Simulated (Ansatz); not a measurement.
# InSe: the cost of one run

Computed with Ansatz 0.2.0 (DFT LDA, scalar-relativistic, plane waves, PAW, and further levels as typed in the inputs, unless a step's input says otherwise).

### 1 The system as given

The structure is trigonal, space group P3m1 (No. 156). Conventional cell: a = 4.000 Å, b = 4.000 Å, c = 40.020 Å, α = 90.00°, β = 90.00°, γ = 120.00°. Se (site symmetry 3m) has 3 In at 2.65 Å as nearest neighbours. Around In (site symmetry 3m) lie 3 Se at 2.65 Å and 1 In at 2.79 Å. Only part of the 12 independent sites is listed.

As a file:

```
CELL_PARAMETERS angstrom
4.00000 0.00000 0.00000
-2.00000 3.46410 0.00000
0.00000 0.00000 40.02000
ATOMIC_POSITIONS crystal
Se 0.33333 0.66667 0.22489
In 0.00000 0.00000 0.25725
In 0.00000 0.00000 0.32696
Se 0.33333 0.66667 0.35932
Se 0.00000 0.00000 0.43278
In 0.66667 0.33333 0.46514
In 0.66667 0.33333 0.53486
Se 0.00000 0.00000 0.56722
Se 0.66667 0.33333 0.64068
In 0.33333 0.66667 0.67304
In 0.33333 0.66667 0.74275
Se 0.66667 0.33333 0.77511
```

### 2 Relaxing the atoms: In6Se6 sheet, no spin

File input.yaml:

```yaml
crystal:
  lattice:
    - [4.0, 0.0, 0.0]
    - [-2.0, 3.4641016151, 0.0]
    - [0.0, 0.0, 40.02]
  atoms:
    - { symbol: Se, position: [0.3333333333, 0.6666666667, 0.2248875562] }
    - { symbol: In, position: [0.0, 0.0, 0.2572463768] }
    - { symbol: In, position: [0.0, 0.0, 0.3269615192] }
    - { symbol: Se, position: [0.3333333333, 0.6666666667, 0.3593203398] }
    - { symbol: Se, position: [0.0, 0.0, 0.4327836082] }
    - { symbol: In, position: [0.6666666667, 0.3333333333, 0.4651424288] }
    - { symbol: In, position: [0.6666666667, 0.3333333333, 0.5348575712] }
    - { symbol: Se, position: [0.0, 0.0, 0.5672163918] }
    - { symbol: Se, position: [0.6666666667, 0.3333333333, 0.6406796602] }
    - { symbol: In, position: [0.3333333333, 0.6666666667, 0.6730384808] }
    - { symbol: In, position: [0.3333333333, 0.6666666667, 0.7427536232] }
    - { symbol: Se, position: [0.6666666667, 0.3333333333, 0.7751124438] }
  periodic: [true, true, false]
scf:
  occupations: { method: gaussian, width: 0.02 }
  n_extra_bands: 6
output:
  forces: true
  stress: false
  write_density: true
  write_potential: true
  elf: true
  volumetric_format: npy
kpoints:
  mp_grid: { grid: [10, 10, 1] }
hamiltonian:
  xc: lda
relax:
  f_tol: 0.004
  max_steps: 100
```

Launch:

```sh
$ ansatz run input.yaml --threads 8 --pin off --max-ram 24576MiB --backend cpu --events-out ev --progress --plain --runs-dir out
```

What time and memory should one allow on 8 threads of Intel Xeon Platinum 8259CL at 2.50GHz (Skylake/Cascade Lake), shared host?

About 2.4 min, with a peak of 3.9 GiB.
